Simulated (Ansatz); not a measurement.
# ZnS: a single-point run

Aim: a sound single-point run of ZnS. The structure is shown as the input types it.

Program: Ansatz 0.2.0. Level of theory: density functional or hybrid calculation with the settings of its input, plane waves (as first typed). These are calculated values, not measurements.

2 further runs of the same task are left out: 1 for a known fault of the program, 1 that didn't finish.

## Step 1: The structure to begin with

Symmetry: F-43m, No. 216, cubic system. The conventional cell has a = 5.388 Å, b = 5.388 Å, c = 5.388 Å, α = 90.00°, β = 90.00°, γ = 90.00°. Zn (site symmetry -43m) has 4 S at 2.33 Å as nearest neighbours. Around S (site symmetry -43m) lie 4 Zn at 2.33 Å.

As a file:

```
Zn S
1.0
     0.00000    2.69409    2.69409
     2.69409    0.00000    2.69409
     2.69409    2.69409    0.00000
Zn S
1 1
Direct
  0.00000 0.00000 0.00000
  0.25000 0.25000 0.25000
```

## Step 2: The run

The input, input.yaml:

```yaml
crystal:
  lattice:
    - [0.0, 2.6940858334, 2.6940858334]
    - [2.6940858334, 0.0, 2.6940858334]
    - [2.6940858334, 2.6940858334, 0.0]
  atoms:
    - { symbol: Zn, position: [0.0, 0.0, 0.0] }
    - { symbol: S, position: [0.25, 0.25, 0.25] }
kpoints:
  mp_grid: { grid: [6, 6, 6] }
hamiltonian:
  xc: pbesol
scf:
  occupations: { method: fixed }
  n_extra_bands: 4
  max_iter: 85
output:
  forces: true
  stress: true
  eigenvalues: true
basis:
  ecutrho_ratio: 1
```

Run with:

```sh
$ ansatz run input.yaml --threads 4 --pin off --max-ram 3686MiB --backend cpu --events-out ev --progress --plain --runs-dir out
```

Q: Will this input give a usable result? If not, why, and what should change?

The run converged and reported no error, with warnings (cutoff below recommended). It gives a pressure of 19 GPa, which is large; a structure far from rest gives such values too, whatever the setting.

In the input, basis.ecutrho_ratio is 1. The density cutoff must be at least four times the energy cutoff of the waves.

To check: delete basis.ecutrho_ratio (the default then holds).
